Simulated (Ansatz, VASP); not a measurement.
## Two plane-wave programs on Pt

```
Pt
1.0
     0.00000    1.86000    1.95790
     1.86000    0.00000    1.95790
     1.86000    1.86000    0.00000
Pt
1
Cartesian
  0.0000 0.0000 0.0000
```

Change from the starting cell: strain -0.050 along x and y, +0.000 along z, atoms carried along.

Alike in both runs: task single point; functional LDA; k mesh 20 × 20 × 20; occupations gaussian, width 0.15 eV; no spin polarisation.

|  | VASP | Ansatz |
| --- | --- | --- |
| version | VASP 6.6.1 | Ansatz 0.2.0 |
| potentials or method | VASP PAW LDA potentials, release 64 (Pt) | scalar-relativistic, plane waves, PAW |
| plane-wave cutoff (eV) | 520 | 420 |
| valence electrons in the cell | 10 | 18 |

```tsv
	VASP	Ansatz	Ansatz less VASP
gap on the k mesh at the Fermi level (eV)	none	none	-
pressure (GPa)	34.7	33.5	-1.18
largest component of the traceless stress (GPa)	6.35	6.34	-0.012
```

A gap of «none» marks a metal or a gap that the smearing closes. The two sets of potentials don't hold the same shells in valence.

Caveats: so large a pressure means that the cell lies far from this level's equilibrium, or that cutoff or potentials fall short (VASP). The runs have no spin-orbit coupling, so splittings on Pt are missing.
